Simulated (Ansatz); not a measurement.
# Equation of state of selenium, simple cubic

Method: Ansatz, DFT, RPBE, plane waves (420 eV) with PAW, scalar-relativistic. (PAW data from PBE, frozen cores regenerated.)

The cell is scaled uniformly from the relaxed one, with fractional coordinates and shape fixed. Energies are extrapolated to zero smearing, pressures are those at the given smearing. Magnetic state: spin not included.

```tsv
V (Å³/atom)	E − E₀ (meV/atom)	P (GPa)
20.486	86.4	11.18
21.417	35.4	6.62
22.349	8.2	2.98
23.280	0.0	0.09
24.211	6.8	-2.21
25.142	25.6	-4.03
26.073	53.8	-5.46
```

Q: Fit a third-order Birch-Murnaghan equation.

A: V₀ = 23.29 Å³/atom, B₀ = 64 GPa, B₀′ = 4.7.
